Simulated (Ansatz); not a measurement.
Molecular dynamics on a 2×2×2 supercell (16 atoms) of GaAs (CsCl type), relaxed with r2SCAN. Forces come from PBE in the plane-wave code Ansatz: a Nosé-Hoover thermostat at fixed volume, 100 K, steps of 3 fs. Computed, non-magnetic; the trajectory is short and the cell small, so nothing here is a converged average. The structure comes from a prototype and may be hypothetical.

```yaml
crystal:
  lattice:
    - [6.6573374308, 0.0, 0.0]
    - [0.0, 6.6573374308, 0.0]
    - [0.0, 0.0, 6.6573374308]
  atoms:
    - { symbol: Ga, position: [0.0, 0.0, 0.0] }
    - { symbol: As, position: [0.25, 0.25, 0.25] }
    - { symbol: Ga, position: [0.0, 0.0, 0.5] }
    - { symbol: As, position: [0.25, 0.25, 0.75] }
    - { symbol: Ga, position: [0.0, 0.5, 0.0] }
    - { symbol: As, position: [0.25, 0.75, 0.25] }
    - { symbol: Ga, position: [0.0, 0.5, 0.5] }
    - { symbol: As, position: [0.25, 0.75, 0.75] }
    - { symbol: Ga, position: [0.5, 0.0, 0.0] }
    - { symbol: As, position: [0.75, 0.25, 0.25] }
    - { symbol: Ga, position: [0.5, 0.0, 0.5] }
    - { symbol: As, position: [0.75, 0.25, 0.75] }
    - { symbol: Ga, position: [0.5, 0.5, 0.0] }
    - { symbol: As, position: [0.75, 0.75, 0.25] }
    - { symbol: Ga, position: [0.5, 0.5, 0.5] }
    - { symbol: As, position: [0.75, 0.75, 0.75] }
kpoints:
  mp_grid: { grid: [2, 2, 2] }
hamiltonian:
  xc: pbe
scf:
  occupations: { method: fermi_dirac, width: 0.02 }
md:
  ensemble: nvt_nose_hoover
  temperature: 100
  timestep: 3.0
  n_steps: 40
  initial_velocities: maxwell_boltzmann
  seed: 243
```

Command: `ansatz run input.yaml --threads 4 --pin off --max-ram 3686MiB --backend cpu --events-out ev --progress --plain --runs-dir out`. Wall time 110 s on 4 threads of Arm Neoverse V2, with other jobs on the host, load about 0.3 per core; peak host memory 1.3 GiB.

| step | t (fs) | T (K) | free energy F from step 0 (meV/atom) | kinetic energy (meV/atom) | largest force (eV/Å) |
| --- | --- | --- | --- | --- | --- |
| 0 | 0 | 100 | 0.0 | 12.1 | 0.00 |
| 1 | 3 | 100 | 0.0 | 12.1 | 0.03 |
| 2 | 6 | 99 | 0.1 | 12.0 | 0.05 |
| 3 | 9 | 99 | 0.2 | 11.9 | 0.08 |
| 4 | 12 | 97 | 0.3 | 11.8 | 0.10 |
| 5 | 15 | 96 | 0.5 | 11.6 | 0.13 |
| 6 | 18 | 94 | 0.7 | 11.5 | 0.15 |
| 7 | 21 | 93 | 0.9 | 11.2 | 0.18 |
| 8 | 24 | 91 | 1.1 | 11.0 | 0.20 |
| 9 | 27 | 89 | 1.4 | 10.8 | 0.23 |
| 10 | 30 | 87 | 1.6 | 10.5 | 0.25 |
| 11 | 33 | 85 | 1.9 | 10.3 | 0.28 |
| 12 | 36 | 83 | 2.1 | 10.1 | 0.30 |
| 13 | 39 | 81 | 2.3 | 9.9 | 0.32 |
| 14 | 42 | 80 | 2.5 | 9.7 | 0.34 |
| 15 | 45 | 78 | 2.7 | 9.5 | 0.35 |
| 16 | 48 | 77 | 2.9 | 9.3 | 0.37 |
| 17 | 51 | 76 | 3.1 | 9.2 | 0.38 |
| 18 | 54 | 75 | 3.2 | 9.1 | 0.39 |
| 19 | 57 | 75 | 3.3 | 9.0 | 0.40 |
| 20 | 60 | 74 | 3.4 | 9.0 | 0.40 |
| 21 | 63 | 74 | 3.5 | 9.0 | 0.41 |
| 22 | 66 | 74 | 3.5 | 9.0 | 0.40 |
| 23 | 69 | 75 | 3.5 | 9.1 | 0.40 |
| 24 | 72 | 75 | 3.5 | 9.1 | 0.39 |
| 25 | 75 | 76 | 3.5 | 9.2 | 0.38 |
| 26 | 78 | 77 | 3.4 | 9.4 | 0.37 |
| 27 | 81 | 79 | 3.3 | 9.5 | 0.36 |
| 28 | 84 | 80 | 3.3 | 9.7 | 0.34 |
| 29 | 87 | 82 | 3.1 | 9.9 | 0.32 |
| 30 | 90 | 84 | 3.0 | 10.1 | 0.30 |
| 31 | 93 | 86 | 2.9 | 10.4 | 0.30 |
| 32 | 96 | 88 | 2.7 | 10.7 | 0.31 |
| 33 | 99 | 91 | 2.5 | 11.0 | 0.33 |
| 34 | 102 | 93 | 2.3 | 11.3 | 0.35 |
| 35 | 105 | 97 | 2.1 | 11.7 | 0.37 |
| 36 | 108 | 100 | 1.8 | 12.1 | 0.39 |
| 37 | 111 | 104 | 1.5 | 12.6 | 0.40 |
| 38 | 114 | 108 | 1.2 | 13.1 | 0.42 |
| 39 | 117 | 113 | 0.8 | 13.7 | 0.43 |
| 40 | 120 | 119 | 0.4 | 14.4 | 0.44 |

The temperature starts at 100 K, is lowest at step 21 (74 K, 63 fs) and ends at 119 K. By the last step the atoms have moved 0.18 Å in the root mean square, the drift of the whole cell taken out, 0.30 Å at most.

Positions (Å) and forces (eV/Å) at step 40:
```
Ga  -0.139   0.069   0.095     0.137  -0.132  -0.142
As   1.797   1.663   1.536    -0.011   0.062   0.005
Ga  -0.008   0.017   3.284     0.109  -0.015   0.083
As   1.596   1.655   5.024    -0.126  -0.176  -0.264
Ga   0.114   3.263   0.114    -0.218   0.252  -0.097
As   1.678   5.141   1.698    -0.236   0.006   0.222
Ga   0.051   3.080   3.302    -0.173   0.233   0.009
As   1.739   5.094   5.051     0.125  -0.093   0.100
Ga   3.258   0.007  -0.098     0.134  -0.129   0.095
As   4.932   1.605   1.755     0.389   0.122   0.100
Ga   3.459   0.043   3.244    -0.180  -0.236   0.318
As   4.820   1.715   5.238    -0.007   0.066  -0.026
Ga   3.250   3.386   0.053     0.179   0.008  -0.161
As   4.924   4.892   1.464    -0.128  -0.002  -0.266
Ga   3.275   3.335   3.372     0.023   0.088   0.063
As   5.194   4.970   4.816    -0.017  -0.054  -0.038
```
